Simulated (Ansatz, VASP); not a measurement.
# WC in VASP and in Ansatz

The input POSCAR:

```
WC
1.0
    0.0000000000      2.1779675566      2.1779675566
    2.1779675566      0.0000000000      2.1779675566
    2.1779675566      2.1779675566      0.0000000000
W C
1 1
Direct
    0.0000000000      0.0000000000      0.0000000000
    0.5000000000      0.5000000000      0.5000000000
```

Contents of INCAR.step1:

```
SYSTEM = WC
PREC     = Accurate       ! precision mode
ENCUT    = 520            ! plane-wave cutoff, eV
ISMEAR   = -1             ! smearing method
SIGMA    = 0.05           ! smearing width, eV
LREAL    = .FALSE.        ! projectors in reciprocal space
LASPH    = .TRUE.         ! aspherical terms in the spheres
NELM     = 100            ! most SCF steps
NBANDS   = 16             ! bands
GGA      = PE             ! functional
ALGO     = Normal         ! electronic algorithm
EDIFF    = 1E-4           ! SCF threshold, eV
LWAVE    = .TRUE.         ! write WAVECAR
LCHARG   = .FALSE.        ! write CHGCAR
```

Contents of INCAR.step2:

```
SYSTEM = WC
PREC     = Accurate       ! precision mode
ENCUT    = 520            ! plane-wave cutoff, eV
EDIFF    = 1E-6           ! SCF threshold, eV
ISMEAR   = -1             ! smearing method
SIGMA    = 0.05           ! smearing width, eV
LREAL    = .FALSE.        ! projectors in reciprocal space
LASPH    = .TRUE.         ! aspherical terms in the spheres
NELM     = 100            ! most SCF steps
ALGO     = Normal         ! electronic algorithm
ISIF     = 2              ! what is computed and relaxed
LWAVE    = .FALSE.        ! write WAVECAR
LCHARG   = .TRUE.         ! write CHGCAR
METAGGA  = R2SCAN         ! meta-GGA
LMIXTAU  = .TRUE.       
LELF     = .TRUE.         ! ELF
LVHAR    = .TRUE.       
NBANDS   = 16             ! bands
ISTART   = 1
```

File KPOINTS:

```
Automatic mesh
0
G
  10 10 10
  0 0 0
```

The input input.yaml:

```yaml
crystal:
  lattice:
    - [0.0, 2.1779675566, 2.1779675566]
    - [2.1779675566, 0.0, 2.1779675566]
    - [2.1779675566, 2.1779675566, 0.0]
  atoms:
    - { symbol: W, position: [0.0, 0.0, 0.0] }
    - { symbol: C, position: [0.5, 0.5, 0.5] }
hamiltonian:
  xc: r2scan
  pseudopotentials: { kind: paw }
kpoints:
  mp_grid: { grid: [10, 10, 10] }
scf:
  occupations: { method: fermi_dirac, width: 0.05 }
output:
  forces: true
  stress: true
  eigenvalues: true
  write_density: true
  write_potential: true
  elf: true
  volumetric_format: npy
```

Measurements of this composition are mostly on another form, of space group No. 187.

Alike in both runs: task single point; functional r2SCAN; k mesh 10 × 10 × 10; occupations fermi-dirac, width 0.05 eV; no spin polarisation.

```csv
,VASP,Ansatz
version,VASP 6.6.1,Ansatz 0.2.0
potentials or method,"VASP PAW PBE potentials, release 64 (W_sv, C)",Ansatz PAW
plane-wave cutoff (eV),520,500
valence electrons in the cell,18,18
```

|  | VASP | Ansatz | Ansatz less VASP |
| --- | --- | --- | --- |
| gap on the k mesh at the Fermi level (eV) | none | none | - |
| pressure (GPa) | 3.9 | 2.2 | -1.72 |

A gap of «none» marks a metal or a gap that the smearing closes. With one functional, cell and mesh, what is left measures potentials, basis and numerics.

Caveats: the PAW data sets were made with another functional, which shifts forces and pressure a little (VASP); the PAW data sets come from PBE, with cores solved anew for the run's functional, which leaves a small shift of forces and pressure (Ansatz). The runs have no spin-orbit coupling, so splittings on W are missing.
